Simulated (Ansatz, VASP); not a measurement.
# CaO: VASP beside Ansatz

```xyz
2
Lattice="-0.0695 2.5372 2.5372 2.5372 -0.0695 2.5372 2.5372 2.5372 -0.0695" Properties=species:S:1:pos:R:3 pbc="T T T"
Ca   -0.0144   -0.0144   -0.0144
O     1.2657    1.2657    1.2657
```

Change from the starting cell: shear_111 strain -4.0%.

Alike in both runs: task single point; functional r2SCAN; k mesh 8 × 8 × 8; no spin polarisation.

|  | VASP | Ansatz |
| --- | --- | --- |
| version | VASP 6.6.1 | Ansatz 0.2.0 |
| potentials or method | VASP PAW PBE potentials, release 64 (Ca_sv, O) | plane waves, PAW |
| plane-wave cutoff (eV) | 520 | 500 |
| occupations | gaussian, width 0.01 eV | fixed |
| valence electrons in the cell | 16 | 16 |

```tsv
	VASP	Ansatz	Ansatz less VASP
gap on the k mesh at the Fermi level (eV)	3.85	3.88	+0.027
pressure (GPa)	4.5	3.5	-1.05
largest component of the traceless stress (GPa)	0.84	0.85	+0.006
rms of the force components (eV/Å)	0.007	0.000	-0.0070
```

Atom by atom the forces differ by 0.007 eV/Å (rms over components).

Caveats: the PAW data sets were made with another functional, which shifts forces and pressure a little (VASP). A k mesh can miss the band edges.
